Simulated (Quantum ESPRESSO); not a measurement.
The system is HgTe (Coloradoite).

```
CELL_PARAMETERS angstrom
0.00000 3.21450 3.21450
3.21450 0.00000 3.21450
3.21450 3.21450 0.00000
ATOMIC_POSITIONS crystal
Hg 0.00000 0.00000 0.00000
Te 0.75000 0.75000 0.75000
```

Program: Quantum ESPRESSO 7.5. Alike in all runs: no spin polarisation; cell as given; smearing fermi-dirac 0.05 eV.

**Question.** Order these runs on this cell by their pressure, lowest first.
A. level PBE; potentials or basis SG15 PBE 1.2; k mesh 4 × 4 × 4; cutoff (eV) 952; mesh quality coarse
B. level BLYP; potentials or basis PseudoDojo 0.4.1 SR PBE standard; k mesh 7 × 7 × 7; cutoff (eV) 1088; mesh quality not flagged
C. level PBE; potentials or basis SG15 PBE 1.2; k mesh 2 × 2 × 2; cutoff (eV) 952; mesh quality coarse

**Answer.** A (5.1 GPa), B (7.9 GPa), C (10.0 GPa).

Caveats: some runs use coarse meshes; the potentials were made for another functional, which shifts forces and pressure (some runs).

Not every run made on this cell is shown here.
